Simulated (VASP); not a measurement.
# Ge in VASP: relaxation of cell and atoms with PBE+D4

Aim: the relaxation of cell and atoms of Ge with PBE+D4.

All numbers are computed with VASP 6.6.1; they aren't measurements. Logs are shortened: lines on timing, memory, paths and dates and some standing lists are left out, and cuts for length are marked.

## (1) The structure

The cell holds a sheet with vacuum, 2 atoms: a = 4.030 Å, b = 4.030 Å, c = 16.680 Å, α = 90.00°, β = 90.00°, γ = 120.00°.

The cell was built by a generator and needn't be a form met in nature.

## (2) Relaxation of cell and atoms, PBE+D4

Input file INCAR:

```
SYSTEM = Ge
PREC = Accurate
ENCUT = 600
EDIFF = 1E-6
ISMEAR = 0
SIGMA = 0.03
LREAL = .False.
LASPH = .True.
NELM = 120
ALGO = Normal
ISIF = 3
LWAVE = .False.
LCHARG = .False.
GGA = PE
IVDW = 13
IBRION = 2
NSW = 40
EDIFFG = -0.005
LATTICE_CONSTRAINTS = .TRUE. .TRUE. .FALSE.
KPAR = 2
```

Input file KPOINTS:

```
Automatic mesh
0
Gamma
  12 12 1
  0 0 0
```

Input file POSCAR:

```
Ge
1.0
    4.0300000000      0.0000000000      0.0000000000
   -2.0150000000      3.4900823800      0.0000000000
    0.0000000000      0.0000000000     16.6800000000
Ge
2
Direct
    0.3333330000      0.6666670000      0.4796163100
    0.6666670000      0.3333330000      0.5203836900
```

Potentials or basis: VASP PAW PBE potentials, release 64 (Ge_d).

Launch:

```console
$ cat potpaw_PBE.64/Ge_d/POTCAR > POTCAR
$ mpirun -np 2 vasp_std > vasp.out
```

OUTCAR:

```text
SYSTEM = Ge
   PREC = Accurate
   ENCUT = 600
   EDIFF = 1E-6
   ISMEAR = 0
   LREAL = .False.
   LASPH = .True.
   NELM = 120
   ISIF = 3
   GGA = PE
   IVDW = 13
   IBRION = 2
   NSW = 40
   EDIFFG = -0.005

 ion  position               nearest neighbor table
   1  0.333  0.667  0.480-   2 2.42   2 2.42   2 2.42
   2  0.667  0.333  0.520-   1 2.42   1 2.42   1 2.42

  LATTYP: Found a hexagonal cell.
 ALAT       =     4.0300000000
 C/A-ratio  =     4.1389578164

  Lattice vectors:

 A1 = (   4.0300000000,   0.0000000000,   0.0000000000)
 A2 = (  -2.0150000000,   3.4900823800,   0.0000000000)
 A3 = (   0.0000000000,   0.0000000000,  16.6800000000)

Analysis of symmetry for initial positions (statically):
=====================================================================
 Subroutine PRICEL returns:
 Original cell was already a primitive cell.

 Routine SETGRP: Setting up the symmetry group for a
 hexagonal supercell.

 Subroutine GETGRP returns: Found 12 space group operations
 (whereof 12 operations were pure point group operations)
 out of a pool of 24 trial point group operations.

The static configuration has the point symmetry D_3d.

Analysis of symmetry for dynamics (positions and initial velocities):
=====================================================================
 Subroutine PRICEL returns:
 Original cell was already a primitive cell.

 Routine SETGRP: Setting up the symmetry group for a
 hexagonal supercell.

 Subroutine GETGRP returns: Found 12 space group operations
 (whereof 12 operations were pure point group operations)
 out of a pool of 24 trial point group operations.

The dynamic configuration has the point symmetry D_3d.

 Subroutine INISYM returns: Found 12 space group operations
 (whereof 12 operations are pure point group operations),
 and found     1 'primitive' translations

----------------------------------------------------------------------------------------

                                     Primitive cell

  volume of cell :     234.6047

  direct lattice vectors                    reciprocal lattice vectors
     4.030000000  0.000000000  0.000000000     0.248138958  0.143263094  0.000000000
    -2.015000000  3.490082380  0.000000000     0.000000000  0.286526188  0.000000000
     0.000000000  0.000000000 16.680000000     0.000000000  0.000000000  0.059952038

  length of vectors
     4.030000000  4.030000002 16.680000000     0.286526188  0.286526188  0.059952038
[... 40 lines left out ...]
  0.166667 -0.000000  0.000000      6.000000
  0.250000  0.000000  0.000000      6.000000
  0.333333  0.000000  0.000000      6.000000
  0.416667 -0.000000  0.000000      6.000000
[... 11 lines left out ...]
  0.333333  0.250000  0.000000     12.000000
  0.333333  0.333333  0.000000      2.000000
   k-points           NKPTS =     19   k-points in BZ     NKDIM =     19   number of bands    NBANDS=     18
   number of dos      NEDOS =    301   number of ions     NIONS =      2
   total plane-waves  NPLWV = 143360
   dimension x,y,z NGX =    32 NGY =   32 NGZ =  140
   dimension x,y,z NGXF=    64 NGYF=   64 NGZF=  280
   ions per type =               2
   NGX,Y,Z   is equivalent  to a cutoff of  13.20, 13.20, 13.95 a.u.
   NGXF,Y,Z  is equivalent  to a cutoff of  26.40, 26.40, 27.91 a.u.
 SYSTEM =  Ge
   PREC   = accura    normal or accurate (medium, high low for compatibility)
   ISTART =      0    job   : 0-new  1-cont  2-samecut
   ICHARG =      2    charge: 1-file 2-atom 10-const
   ISPIN  =      1    spin polarized calculation?
   LNONCOLLINEAR =      F non collinear calculations
   LSORBIT =      F    spin-orbit coupling
   LASPH  =      T    aspherical Exc in radial PAW
   ENCUT  =  600.0 eV  44.10 Ry    6.64 a.u.   8.05  8.05 33.31*2*pi/ulx,y,z
   NELM   =    120;   NELMIN=  2; NELMDL= -5     # of ELM steps
   EDIFF  = 0.1E-05   stopping-criterion for ELM
   LREAL  =      F    real-space projection
   EDIFFG = -.5E-02   stopping-criterion for IOM
   NSW    =     40    number of steps for IOM
   IBRION =      2    ionic relax: 0-MD 1-quasi-New 2-CG
   NFREE  =      1    steps in history (QN), initial steepest desc. (CG)
   ISIF   =      3    stress and relaxation
   ISYM   =      2    0-nonsym 1-usesym 2-fastsym
   POTIM  = 0.5000    time-step for ionic-motion
   TEBEG  =    0.0;   TEEND  =   0.0 temperature during run
   PSTRESS=    0.0 pullay stress
   NELECT =      28.0000    total number of electrons
   NUPDOWN=      -1.0000    fix difference up-down
   EMIN   =  10.00;   EMAX   =-10.00  energy-range for DOS
   EFERMI =   0.00;   METHOD = LEGACY
   ISMEAR =     0;   SIGMA  =   0.03  broadening in eV -4-tet -1-fermi 0-gaus
   EFERMI_NEDOS =   21; number of points for ismear=-14 and -15
   IALGO  =     38    algorithm
   IMIX   =      4    mixing-type and parameters
     AMIX     =   0.40;   BMIX     =  1.00
     AMIX_MAG =   1.60;   BMIX_MAG =  1.00
  volume/ion in A,a.u.               =     117.30       791.60
  Fermi-wavevector in a.u.,A,eV,Ry     =   0.806025  1.523167  8.839386  0.649677
  Thomas-Fermi vector in A             =   1.914380
   LORBIT       =      0    0 simple, 1 ext, 2 COOP (PROOUT), +10 PAW based schemes
   GGA     = PE    functional components
   LHFCALC =     F    Hartree Fock is set to
   AEXX    =    0.0000 exact exchange contribution
   IVDW    =    13    specifies the selected vdW correction
   LEPSILON=     F    determine dielectric tensor
   LRPA    =     F    only Hartree local field effects (RPA)
 conjugate gradient relaxation of ions
 non-spin polarized calculation
 Gauss-broadening in eV      SIGMA  =   0.03
  energy-cutoff  :      600.00
  volume of cell :      234.60
 maximum number of plane-waves:      7854
   NGX = 17   NGY = 17   NGZ = 67

--------------------------------------- Ionic step        1  -------------------------------------------

 number of electron      27.9999993 magnetization

 Free energy of the ion-electron system (eV)
  ---------------------------------------------------
  ext. energy  EPLUGINS =         0.00000000
  ---------------------------------------------------
  free energy    TOTEN  =        -8.07737997 eV

  energy without entropy =       -8.07690981  energy(sigma->0) =       -8.07714489

------------------------ aborting loop because EDIFF is reached ----------------------------------------

  DFT-D4 for vdW energy calculation

  Edisp (eV):   -0.35983
[... 311 lines left out ...]
--------------------------------------- Ionic step        9  -------------------------------------------

 number of electron      27.9999990 magnetization

 Free energy of the ion-electron system (eV)
  ---------------------------------------------------
  ext. energy  EPLUGINS =         0.00000000
  ---------------------------------------------------
  free energy    TOTEN  =        -8.07530695 eV

  energy without entropy =       -8.07483679  energy(sigma->0) =       -8.07507187

 E-fermi :  -2.6860     XC(G=0):  -2.7442

 val. band max:       -2.6860333298   @ k =   0.3333   0.3333   0.0000
 cond. band min:      -2.6860038102   @ k =   0.3333   0.3333   0.0000
 fundamental gap:      0.0000295196
 Fermi energy:        -2.6860185699

 k-point     1 :       0.0000    0.0000    0.0000
  band No.  band energies     occupation
      1     -27.1932      2.00000
      2     -27.1932      2.00000
      3     -27.1417      2.00000
      4     -27.1417      2.00000
      5     -27.1386      2.00000
      6     -27.0691      2.00000
[... 421 lines left out ...]
  FREE ENERGIE OF THE ION-ELECTRON SYSTEM (eV)
  ---------------------------------------------------
  free  energy   TOTEN  =        -8.4380785736 eV

  energy  without entropy=       -8.4376084158  energy(sigma->0) =       -8.43784349

 reached required accuracy - stopping structural energy minimisation
```

OSZICAR:

```text
N       E                     dE             d eps       ncg     rms          rms(c)
DAV:   1     0.169928340991E+03    0.16993E+03   -0.15780E+04   784   0.211E+03
DAV:   2     0.122103575639E+02   -0.15772E+03   -0.15519E+03   888   0.363E+02
[... 59 lines left out ...]
DAV:   2    -0.807532418810E+01   -0.73065E-06   -0.18092E-05  1034   0.475E-02    0.314E-03
DAV:   3    -0.807532391966E+01    0.26844E-06   -0.60049E-07   414   0.106E-02
   8 F= -.84380675E+01 E0= -.84378324E+01  d E =-.373877E-04
       N       E                     dE             d eps       ncg     rms          rms(c)
DAV:   1    -0.807530410767E+01    0.20080E-04   -0.32468E-03   748   0.546E-01    0.109E-02
DAV:   2    -0.807530782619E+01   -0.37185E-05   -0.69903E-05  1038   0.912E-02    0.566E-03
DAV:   3    -0.807530695041E+01    0.87578E-06   -0.21147E-06   468   0.200E-02
   9 F= -.84380786E+01 E0= -.84378435E+01  d E =-.485017E-04
```

It took 1.9 min on 2 MPI ranks of Intel Xeon 6975P-C (Granite Rapids), shared host; peak memory 0.42 GiB.

Results:

- Free energy: -8.4381 eV
- Relaxed volume: 116.44 Å³/atom
- Relaxed cell: a = 4.015 Å, b = 4.015 Å, c = 16.680 Å, α = 90.00°, β = 90.00°, γ = 120.00°
- Space group after relaxing (to 0.05 Å): P-3m1 (No. 164)
- Energy gained by relaxing: 0.4 meV/atom
- Ionic steps: 9
- Band gap on the k mesh: none (metal or under the smearing width)
- Dispersion energy per atom: -0.181 eV

Step by step:
```csv
step,energy change (eV),largest force (eV/Å),pressure (GPa),volume (Å³)
1,0.0000,0.0021,-0.10,234.60
2,-0.0006,0.0272,0.08,232.08
3,-0.0008,0.0165,0.01,232.90
4,-0.0008,0.0159,0.00,232.99
5,-0.0008,0.0164,0.00,232.95
6,-0.0008,0.0084,0.00,232.92
7,-0.0009,0.0071,0.01,232.92
8,-0.0009,0.0055,0.00,232.91
9,-0.0009,0.0011,0.01,232.88
```

Final structure:
```
CELL_PARAMETERS angstrom
4.01519 0.00000 0.00000
-2.00759 3.47725 0.00000
0.00000 0.00000 16.68000
ATOMIC_POSITIONS crystal
Ge 0.33333 0.66667 0.47951
Ge 0.66667 0.33333 0.52049
```
